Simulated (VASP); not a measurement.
A run of VASP 6.6.1:

File INCAR:

```
SYSTEM = SiC
ALGO = Fast
EDIFF = 1E-8
ENCUT = 520
IBRION = 8
ISIF = 2
ISMEAR = -1
LASPH = .TRUE.
LCHARG = .FALSE.
LREAL = .FALSE.
LWAVE = .FALSE.
NBANDS = 11
NELM = 100
NSW = 1
PREC = Accurate
SIGMA = 0.15
```

File KPOINTS:

```
k-points
0
G
  16 16 16
  0 0 0
```

POSCAR

```
SiC
1.0
    2.6189000000      0.0000000000      0.0000000000
    0.0000000000      2.6189000000      0.0000000000
    0.0000000000      0.0000000000      2.6189000000
Si C
1 1
Direct
    0.0000000000      0.0000000000      0.0000000000
    0.5000000000      0.5000000000      0.5000000000
```

Potentials or basis: VASP PAW LDA potentials, release 64 (Si, C).

Launch:

```console
$ cat potpaw_LDA.64/Si/POTCAR potpaw_LDA.64/C/POTCAR > POTCAR
$ mpirun -np 1 vasp_std > vasp.out
```

Hardware: 1 thread of Intel(R) Xeon(R) 6975P-C (Granite Rapids) (shared host).

**Question.** How long does it take, and how much memory?

**Answer.** Run time: 56 s on 1 thread of Intel(R) Xeon(R) 6975P-C (Granite Rapids), on a shared host, peak memory 0.26 GiB. Counts: scf iterations 35, k points 165.
